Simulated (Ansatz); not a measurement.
# WC (Qusongite) (P-6m2) in Ansatz: notebook, part 2 of 2

Ansatz 0.2.0. Earlier steps stand in the parts before.

## Step 4: Band structure, LDA, collinear spin, ferromagnetic start (volume scaled by 0.96)

Contents of input.yaml:

```yaml
crystal:
  lattice:
    - [2.8672181576, 0.0, 0.0]
    - [-1.4336090788, 2.4830837627, 0.0]
    - [0.0, 0.0, 2.798262868]
  atoms:
    - { symbol: W, position: [0.0, 0.0, 0.0], spin: 0.5 }
    - { symbol: C, position: [0.6666666667, 0.3333333333, 0.5] }
hamiltonian:
  xc: lda
  pseudopotentials: { kind: paw, source: ansatz }
magnetization:
  spin_polarized: true
kpoints:
  mp_grid: { grid: [10, 10, 9] }
  band_path:
    path:
      - [[0.0, 0.0, 0.0], [0.5, 0.0, 0.0], [0.3333333333, 0.3333333333, 0.0], [0.0, 0.0, 0.0], [0.0, 0.0, 0.5], [0.5, 0.0, 0.5], [0.3333333333, 0.3333333333, 0.5], [0.0, 0.0, 0.5]]
      - [[0.5, 0.0, 0.5], [0.5, 0.0, 0.0]]
      - [[0.3333333333, 0.3333333333, 0.0], [0.3333333333, 0.3333333333, 0.5]]
    npoints: 14
scf:
  occupations: { method: tetrahedron }
  n_extra_bands: 6
output:
  forces: true
  stress: true
  fatbands: false
```

Potentials or basis: Ansatz PAW earlier set.

Command:

```
$ ansatz run input.yaml --threads 1 --pin off --max-ram 2560MiB --backend cpu --events-out ev --progress --plain --runs-dir out
```

Output:

```text
Warning: output.forces, output.stress, relax.cell or npt_langevin: where a Kohn–Sham band that disperses or a degenerate level is filled in part under the method tetrahedron, the forces or the stress that this run publishes need not agree with its energy (scf.occupations.method in the input reference, under Limitations); prefer a smearing scheme for the forces or the stress
Warning: RAYON_NUM_THREADS=1 ignored (pool sized by the plan → 1); use --threads N
scf.n_extra_bands = 6 over 16 filled bands (N_el = 32.0): the run solves 22 bands
Engine: ansatz 0.2.0, aarch64-unknown-linux-gnu
Pseudopotentials: kind: paw
Pseudopotential: W, paw, valence charge 28, recommended cutoff 760 eV (normal), W.paw.azcp
Pseudopotential: C, paw, valence charge 4, recommended cutoff 820 eV (normal), C.paw.azcp
Functional definition: SPW92
  exchange = slater_x
  correlation = pw_c
Crystal: 2 atoms, lattice volume = 19.922 Å³
Basis set: ecut = 820 eV, 1081 PW (Γ)
[... 69 lines left out ...]
  atom   2  C      0.00000000     0.00000000     0.00000000
  max |Σ_I F_I| component: 7.40e-17 eV/Å
--- Stress (GPa, compression-positive) ---
        7.333125       0.000000       0.000000
       -0.000000       7.333125       0.000000
        0.000000       0.000000       8.005026
  P = ⅓ Tr σ = 7.5571 GPa (75.571 kbar)
--- Band table (eV; the first three rows and the last of 140) ---
  k-point 0 ↑: bands = ["-48.5679", "-12.5325", "-12.4146", "-12.4146", "-2.7247", "-2.7117", "-2.7117", "-2.6993", "-2.6993", "-2.6843", "-2.6744", "10.6864", "20.7392", "21.7821", "21.7821", "25.4252", "28.6655", "28.6655", "31.1159", "31.1159", "32.0588", "40.0474"]
  k-point 1 ↑: bands = ["-48.5621", "-12.6388", "-12.4053", "-12.4053", "-2.7246", "-2.7127", "-2.7127", "-2.6970", "-2.6970", "-2.6887", "-2.6744", "11.0057", "20.6061", "21.9241", "21.9241", "25.4134", "27.6943", "27.6943", "31.6199", "31.6199", "32.2639", "40.7091"]
  k-point 2 ↑: bands = ["-48.5475", "-12.9010", "-12.3818", "-12.3818", "-2.7243", "-2.7151", "-2.7151", "-2.6992", "-2.6911", "-2.6911", "-2.6743", "11.8927", "19.8711", "22.3132", "22.3132", "25.9738", "26.2295", "26.2295", "31.6022", "31.6022", "32.8142", "41.7130"]
  k-point 69 ↓: bands = ["-48.4429", "-13.1466", "-13.0433", "-12.8634", "-2.7163", "-2.7137", "-2.7094", "-2.7010", "-2.6929", "-2.6908", "-2.6889", "14.2742", "17.9544", "19.7375", "23.4722", "24.5388", "29.9654", "32.0728", "32.7672", "35.1858", "35.2865", "37.7757"]
```

It took 39 s on 1 thread of Arm Neoverse V1, shared host; peak memory 0.41 GiB.

What came out:

| Quantity | Value |
| --- | --- |
| Free energy | -17868.4374 eV |
| Pressure | 7.6 GPa |
| Band gap on the k mesh | none (metal or under the smearing width) |
| Net moment | 0.00 μB per cell |
| Absolute moment | 0.00 μB per cell |

Levels at the corners of the path, in eV from the Fermi level:
Spin up:
```tsv
point	band 14	band 15	band 16	band 17	band 18	band 19
Γ	-3.46	-3.46	0.18	3.42	3.42	5.87
M	-3.75	-3.71	-0.39	2.47	4.80	5.18
K	-4.61	-3.57	0.63	1.04	2.17	3.45
Γ	-3.46	-3.46	0.18	3.42	3.42	5.87
A	-2.08	-2.08	-0.62	-0.62	3.86	4.67
L	-4.48	-4.13	0.49	4.71	5.65	7.12
H	-5.46	-1.47	-0.61	4.68	6.93	8.04
A	-2.08	-2.08	-0.62	-0.62	3.86	4.67
L	-4.48	-4.13	0.49	4.71	5.65	7.12
M	-3.75	-3.71	-0.39	2.47	4.80	5.18
K	-4.61	-3.57	0.63	1.04	2.17	3.45
H	-5.46	-1.47	-0.61	4.68	6.93	8.04
```
Spin down:
| point | band 13 | band 14 | band 15 | band 16 | band 17 | band 18 | band 19 | band 20 |
| --- | --- | --- | --- | --- | --- | --- | --- | --- |
| Γ | -4.50 | -3.46 | -3.46 | 0.18 | 3.42 | 3.42 | 5.87 | 5.87 |
| M | -7.09 | -3.75 | -3.71 | -0.39 | 2.47 | 4.80 | 5.18 | 7.13 |
| K | -6.72 | -4.61 | -3.57 | 0.63 | 1.04 | 2.17 | 3.45 | 9.63 |
| Γ | -4.50 | -3.46 | -3.46 | 0.18 | 3.42 | 3.42 | 5.87 | 5.87 |
| A | -8.82 | -2.08 | -2.08 | -0.62 | -0.62 | 3.86 | 4.67 | 4.67 |
| L | -6.64 | -4.48 | -4.13 | 0.49 | 4.71 | 5.65 | 7.12 | 9.62 |
| H | -7.51 | -5.46 | -1.47 | -0.61 | 4.68 | 6.93 | 8.04 | 9.61 |
| A | -8.82 | -2.08 | -2.08 | -0.62 | -0.62 | 3.86 | 4.67 | 4.67 |
| L | -6.64 | -4.48 | -4.13 | 0.49 | 4.71 | 5.65 | 7.12 | 9.62 |
| M | -7.09 | -3.75 | -3.71 | -0.39 | 2.47 | 4.80 | 5.18 | 7.13 |
| K | -6.72 | -4.61 | -3.57 | 0.63 | 1.04 | 2.17 | 3.45 | 9.63 |
| H | -7.51 | -5.46 | -1.47 | -0.61 | 4.68 | 6.93 | 8.04 | 9.61 |

Caveat: spin-orbit coupling is left out, which moves the levels of the heavy elements; the PAW data sets come from PBE, with cores solved anew for the run's functional, which leaves a small shift of forces and pressure; with tetrahedron occupations forces and stress needn't match the slope of the energy; the starting moments weren't kept.

## Step 5: Density of states, r2SCAN0+D3(BJ)

Contents of input.yaml:

```yaml
crystal:
  lattice: { a: 2.9065, b: 2.9065, c: 2.8366, alpha: 90.0, beta: 90.0, gamma: 120.0 }
  space_group: 187
  reduce_to_primitive: true
  atoms:
    - { symbol: W, wyckoff: "1a", position: [0.0, 0.0, 0.0] }
    - { symbol: C, wyckoff: "1f", position: [0.6666666667, 0.3333333333, 0.5] }
hamiltonian:
  xc: r2scan0
  pseudopotentials: { kind: nc, source: spms }
  dispersion: d3bj
kpoints:
  mp_grid: { grid: [5, 5, 5] }
scf:
  occupations: { method: methfessel_paxton, width: 0.1 }
  n_extra_bands: 6
output:
  forces: true
  stress: true
  eigenvalues: true
  dos: { projected: false, de: 0.05 }
  write_density: true
  write_potential: true
  elf: true
  volumetric_format: npy
```

Potentials or basis: SPMS NC.

Command:

```
$ ansatz run input.yaml --threads 1 --pin off --max-ram 2560MiB --backend cpu --events-out ev --progress --plain --runs-dir out
```

Wall time 39 s (1 thread of Arm Neoverse V1, shared host); peak memory 0.7 GiB.

The run converged, but a check on its numbers failed (symmetry, net force, bounds or a known fault of this set-up), so they aren't taken as properties of the crystal.

Caveat: the k mesh is coarse (spacing up to 0.50 Å⁻¹), so the values aren't converged, least of all with exact exchange; the meta-GGA runs on potentials made for a GGA; odd divisions of the mesh miss points on the zone boundary, where band edges often lie, so the gap on the mesh can be too wide; the potentials were made for another functional, which shifts forces and pressure; spin-orbit coupling is left out, which moves the levels of the heavy elements; the dispersion damping was fitted for another functional or another form of the correction; the thresholds are loose for stress.

## Step 6: The runs side by side

```csv
task,level,potentials or basis,spin,cutoff (eV),smearing,points for each segment of the path,gap on the mesh (eV),pressure (GPa)
density of states,BLYP+D3(BJ)-ATM,PseudoDojo stringent (PBE files),"SOC, no magnetisation",1116,methfessel-paxton 0.1 eV,-,none,21.9
density of states,SVWN5,Ansatz PAW,off,420,tetrahedron,-,none,7.2
band structure,LDA,Ansatz PAW earlier set,"collinear, ferromagnetic start",820,tetrahedron,14,none,7.6
```

Alike in all rows: cell volume scaled by 0.96; k mesh 10 × 10 × 9.

Caveats: the PAW data sets come from PBE, with cores solved anew for the run's functional, which leaves a small shift of forces and pressure (some runs); with tetrahedron occupations forces and stress needn't match the slope of the energy (some runs); the potentials were made for another functional, which shifts forces and pressure (some runs); pairwise dispersion overbinds metals, which lowers pressure and volume (some runs); spin-orbit coupling is left out, which moves the levels of the heavy elements (some runs); the starting moments weren't kept (some runs).

Total energies depend on the potentials used, so only differences within one code and one set of settings carry meaning.
